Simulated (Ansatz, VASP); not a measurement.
CdSe: VASP beside Ansatz

```
Cd Se
1.0
     0.00000    3.04966    3.04966
     3.04966    0.00000    3.04966
     3.04966    3.04966    0.00000
Cd Se
1 1
Cartesian
  0.0000 0.0000 0.0000
  1.5248 1.5248 1.5248
```

Change from the starting cell: volume scaled by 0.98.

Alike in both runs: task single point; functional PBE; k mesh 8 × 8 × 8; occupations fermi-dirac, width 0.05 eV; no spin polarisation.

|  | VASP | Ansatz |
| --- | --- | --- |
| version | VASP 6.6.1 | Ansatz 0.2.0 |
| potentials or method | VASP PAW PBE potentials, release 64 (Cd, Se) | Ansatz PAW |
| plane-wave cutoff (eV) | 520 | 420 |
| valence electrons in the cell | 18 | 36 |

Ansatz gave:

* gap on the k mesh at the Fermi level (eV): 0.59
* least direct gap on the mesh (eV): 0.59
* pressure (GPa): 2.4

What did VASP give for the same quantities?

gap on the k mesh at the Fermi level (eV): 0.59; least direct gap on the mesh (eV): 0.59; pressure (GPa): 2.7.

The functional is the same, so the differences come from potentials, cutoffs and numerics. The two sets of potentials don't hold the same shells in valence.
